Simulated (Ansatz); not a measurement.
# Al2GaP3 (zincblende [001] superlattice): the gap up the ladder of methods, part 2 of 2

Aim: the gap of Al2GaP3 (zincblende [001] superlattice) at several levels of theory on one structure, with the time that each takes.

Ansatz 0.2.0; density functionals, hybrids and G0W0, plane waves, PAW. Known limits of the many-body steps: finite bands, screening cutoff and k mesh; no spin-orbit coupling in G0W0; d shells not analysed.

So far. Step 3 (PBEsol+SOC on the 6×6×2 mesh): Over mesh and listed points the gap is 1.370 eV, direct, at k = Γ. PBEsol+SOC against PBEsol: 1.370 − 1.393 = −0.023 eV, with the same mesh, set of files (read in its fully relativistic form for the spin-orbit run) and cutoff, and both edges at the same k points.

### 5. G0W0@PBEsol, 4×4×2 mesh, 1018 empty bands, screening to 150 eV, PAW set soft_1 files

G0W0 replaces the xc potential by a self-energy built once from the orbitals of the start. Levels are corrected in the window of bands that the input names, at points of the mesh.

This step: G0W0 on PBEsol, plane waves, PAW; PAW set soft_1.

input.yaml reads:

```yaml
crystal:
  lattice:
    - [3.8634230049, 0.0, 0.0]
    - [0.0, 3.863424628, 0.0]
    - [0.0, 0.0, 16.3596661895]
  atoms:
    - { symbol: Ga, position: [0.0, 0.0, 0.0422724287] }
    - { symbol: P, position: [0.5, 0.0, 0.1249818396] }
    - { symbol: Ga, position: [0.5, 0.5, 0.2076915894] }
    - { symbol: P, position: [0.0, 0.5, 0.2907303554] }
    - { symbol: Al, position: [0.0, 0.0, 0.3740642106] }
    - { symbol: P, position: [0.5, 0.0, 0.4576623302] }
    - { symbol: Al, position: [0.5, 0.5, 0.5413188719] }
    - { symbol: P, position: [0.0, 0.5, 0.6249822992] }
    - { symbol: Al, position: [0.0, 0.0, 0.7086456384] }
    - { symbol: P, position: [0.5, 0.0, 0.7923022269] }
    - { symbol: Al, position: [0.5, 0.5, 0.8759002499] }
    - { symbol: P, position: [0.0, 0.5, 0.9592339285] }
kpoints:
  mp_grid: { grid: [4, 4, 2] }
hamiltonian:
  xc: pbesol
  pseudopotentials: { kind: paw, azcp: { folder: soft_1 }, xc_functional: pbe }
scf:
  occupations: { method: fixed }
gw:
  n_empty_bands: 1018
  ecut_chi: 150.0
  qp_bands: [v4, c4]
  qp_kpoints: band_edges
  screening: { model: contour_deformation }
```

Command:

```bash
ansatz run input.yaml --threads 3 --pin off --max-ram 92160MiB --backend cuda --events-out ev --progress --plain --runs-dir out --devices 1 --max-vram 13GiB
```

Numbers of over 12 decimals in the logs are rounded to 6 here.

The log of the run:

```text
[...]
GPUs: using 1 of 1 available (devices: 1).
[...]
GPU FFT provider: cuFFT
GPU libraries: cuBLAS 13.8.2, cuFFT 12.4.0, cuSOLVER 12.3.4
Crystal: 12 atoms, lattice volume = 244.185 Å³
Basis set: ecut = 420 eV, 4823 PW (Γ)
Bands: 46, of which v1, the nominal top of the filled ones, is band 34 counted from 1 (33 counted from 0)
Symmetry: 8 space group operations
[...]
k-points: 12 of 32
[...]
0    38      7.8090    -6.3521    -3.9766   -10.5688  0.7833     8.0497     8.0491  root
[...]
11    35      7.4289    -5.7462    -3.7767    -9.6624  0.7860     7.5685     7.5683  root
    11    36      7.5132    -5.7999    -3.7884    -9.7279  0.7855     7.6530     7.6527  root
    11    37      7.7497    -6.4949    -3.8096   -10.4217  0.7879     7.8671     7.8669  root
    11    38      7.7873    -6.4253    -3.8190   -10.3642  0.7868     7.9073     7.9071  root
[key lines of the parts left out:]
SCF converged after 9 iterations
Free energy (F): -14030.823636 eV
Fermi energy:    5.665143 eV
```

Wall time 80 s (1 × NVIDIA H100 80GB HBM3 (shared by 6 runs) with 3 threads of AMD EPYC 7R13 (Zen 3), shared host); peak memory 4.1 GiB; 2.4 min of CPU time.

Numbers from this step:

```yaml
bands_summed: 1052
rpa_eps_infinity_on_this_mesh_eigenvalues: 8.633, 10.72, 10.72
plane_waves_in_the_screening_matrix: 1021
g0w0_gap_over_the_corrected_points: 2.155 eV
k_of_the_valence_top: 0, 0, 0
k_of_the_conduction_bottom: -0.5, -0.5, 0
starting_gap_on_the_mesh: 1.381 eV
z_at_the_valence_top: 0.7639
z_at_the_conduction_bottom: 0.7907
least_direct_g0w0_gap_over_the_corrected_points: 2.170 eV
```

Over 7 of 12 irreducible mesh points the G0W0 gap is 2.155 eV, from k = Γ to k = (-0.500, -0.500, 0.000). The PBEsol gap of this run on the mesh is 1.381 eV. Other states bound it: the two that bound the G0W0 gap lie 1.403 eV apart in PBEsol, so state for state the correction is 2.155 − 1.403 = +0.752 eV, while gap against gap it is 2.155 − 1.381 = +0.774 eV. The program's warnings for this run: structure snapped to symmetry.

### 6. All levels together

Each gap is the least one over the points named; times are wall times on shared hosts, not benchmarks. A G0W0 time includes the run's own self-consistent start. Runs with listed points see these and the mesh alone, so an edge that moves elsewhere is missed. Rows marked * are further runs, not shown as steps, whose inputs differ from the G0W0 step on the same start in the columns given; solver thresholds can differ too. Symmetry makes (0.500, 0.500, 0.000) and (-0.500, -0.500, 0.000) one point.

```tsv
level	mesh	files, cutoff	bands summed, screening	points	gap (eV)	valence top	conduction bottom	least direct gap (eV)	time
PBEsol	6×6×2	soft_1 PAW, 420 eV	-	mesh and path	1.393	Γ	Γ	1.393	12 s
PBEsol+SOC	6×6×2	soft_1 PAW, 420 eV	-	mesh and listed points	1.370	Γ	Γ	1.370	12 s
HSE06	4×4×2	soft_1 PAW, 420 eV	-	mesh and listed points	2.203	Γ	(0.500, 0.500, 0.000)	2.208	36 s
G0W0@PBEsol*	4×4×2	soft_1 PAW, 420 eV	291, 60 eV	7 of 12 irreducible mesh points	1.921	Γ	(-0.500, -0.500, 0.000)	1.930	23 s
G0W0@PBEsol	4×4×2	soft_1 PAW, 420 eV	1052, 150 eV	7 of 12 irreducible mesh points	2.155	Γ	(-0.500, -0.500, 0.000)	2.170	80 s
```

### 7. What came out

| Item | Value |
| --- | --- |
| PBEsol, over mesh and path | 1.393 eV |
| PBEsol+SOC, over mesh and listed points | 1.370 eV |
| HSE06, over mesh and listed points | 2.203 eV |
| G0W0@PBEsol (1052 bands, 4×4×2), over 7 of 12 irreducible mesh points | 2.155 eV |
| known limits | finite bands, screening cutoff and k mesh; no spin-orbit coupling in G0W0; d shells not analysed |

The rows run from 1.370 eV (PBEsol+SOC) to 2.203 eV (HSE06). They differ in mesh, bands and screening cutoff of G0W0 and the points over which the gap was sought as well as in level, so only pairs that share these are like for like. PBEsol+SOC against PBEsol: 1.370 − 1.393 = −0.023 eV, with the same mesh, set of files (read in its fully relativistic form for the spin-orbit run) and cutoff, and both edges at the same k points. The spin-orbit run sees mesh and listed points alone, so its gap is an upper bound: the coupling can move an edge off these points, the more so as this crystal has no centre of inversion, and the change over the zone, its sign included where it is small, is not known. G0W0@PBEsol (1052 bands, 4×4×2) moves the gap of its own start on the mesh by 2.155 − 1.381 = +0.774 eV, with other states at the edges (they lie 1.403 eV apart at the start). Both edges that PBEsol shows over mesh and path lie at k points where levels were corrected. G0W0 has the conduction bottom at another k point than that. Levels at other points were not corrected, so a lower G0W0 gap elsewhere in the zone is not ruled out. What spin-orbit coupling does to the G0W0 levels was not computed, so no sum with the G0W0 gap is formed. For G0W0@PBEsol: from 291 bands and 60 eV to 1052 bands and 150 eV the gap moves by 2.155 − 1.921 = +0.234 eV; bands and screening cutoff rise together, so their parts are not told apart. Two runs can't test a law of convergence, so the limit is not known. For G0W0@PBEsol (1052 bands, 4×4×2): the program's warnings for this run: structure snapped to symmetry. For the further run with 291 bands on the 4×4×2 mesh, the program warns: structure snapped to symmetry. The G0W0 runs are scalar-relativistic. One-shot GW is known to converge slowly in bands for compounds with shallow d shells. The cell holds Ga; the filling of the d shell and its place against the gap were not analysed here. No pair of G0W0 runs that differ in the mesh alone is shown (4×4×2 is a supercell whose nearest images lie 15 Å apart), so the error from the mesh is not known here. G0W0 is shown with one set of atomic data (soft_1 PAW), so the error from the files is not known here.

[Paths, hosts, dates, memory and timing lines, banners, echoed tables and standing remarks are left out of the program output.]

[Logs are printed without paths, hosts, clocks, repeated set-up lines and the standing remarks that a program may print on its own settings, such as how far it seeks lower states.]

[Runs of the session that timed out or met a known fault of the program may be left out.]

[Cells called generated may have been cut or substituted from an entry of the Crystallography Open Database or the Materials Project.]

[Hosts, paths, dates, database ids (printed as entryN), source tags and the programs' standing remarks are cut or masked in the printed files.]

[Where an RPA ε∞ is given, it is that of the G0W0 mesh and is not shown converged in it. Names of k-points follow the symmetry that the program found, which can be lower than the space group named. Band edges on a path are those of the sampled points; other points can move an edge, and change direct to indirect where valleys lie close.]

[Hybrid gaps are those of their k-mesh and are not shown converged in it.]
